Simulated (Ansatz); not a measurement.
# Pd (Fm-3m), clamped-ion strain scan

All numbers below come from DFT PBE, scalar-relativistic, plane waves, PAW in Ansatz 0.2.0. Settings: plane waves to 420 eV, k-mesh 20×20×20 (Γ-centred), Gaussian smearing 0.15 eV. No spin polarisation. Energies are free energies at this smearing, counted from the undisturbed cell; pressure is positive in compression.

The undisturbed cell (as given, not relaxed at this level; it stands at 7.7 GPa):

```
Pd
1.0
     0.00000    1.94490    1.94490
     1.94490    0.00000    1.94490
     1.94490    1.94490    0.00000
Pd
1
Cartesian
  0.0000 0.0000 0.0000
```

The cell is strained by ε times the Voigt pattern (0, 0, 1, 0, 0, 0) (xx, yy, zz, yz, xz, xy; engineering shear) with fractional coordinates fixed. The cell is metallic on the mesh throughout.

```
      ε  ΔE (meV/atom) stress summed along the pattern (GPa, tension positive) pressure (GPa)
-0.0600           88.2                                                   -25.23            23.1
-0.0450           56.8                                                   -20.32            18.7
-0.0300           32.0                                                   -15.77            14.6
-0.0150           13.2                                                   -11.56            11.0
 0.0000            0.0                                                    -7.68             7.7
 0.0150           -8.1                                                    -4.13             4.7
 0.0300          -11.5                                                    -0.91             2.0
 0.0450          -10.7                                                     2.01            -0.4
 0.0525           -8.9                                                     3.36            -1.5
 0.0600           -6.1                                                     4.64            -2.5
```